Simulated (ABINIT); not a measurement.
The system is CdS (Hawleyite).

```
CELL_PARAMETERS angstrom
0.00000 2.91650 2.91650
2.91650 0.00000 2.91650
2.91650 2.91650 0.00000
ATOMIC_POSITIONS crystal
Cd 0.00000 0.00000 0.00000
S 0.75000 0.75000 0.75000
```

Base run:

* Program: ABINIT 10.8.3 (patched build)
* Functional: PBE
* Potentials or basis: PseudoDojo NC SR PBE v0.4.1 standard
* Cutoff: 1442 eV
* k mesh: 6 × 6 × 6
* Occupations: fermi-dirac, width 0.05 eV
* Spin: no spin polarisation

Its results: band gap on the k mesh 1.14 eV, direct; pressure 2.9 GPa.

Task: The run is repeated on the same cell with these changes: functional from PBE to PBEsol; potentials or basis from PseudoDojo NC SR PBE v0.4.1 standard to PseudoDojo NC SR PBEsol v0.4.1 standard; cutoff from 1442 eV to 1279 eV. What comes out?

Result: Band gap on the k mesh 1.00 eV, direct; pressure -0.6 GPa.

A k mesh can miss the band edges.

Not every run made on this cell is shown here.
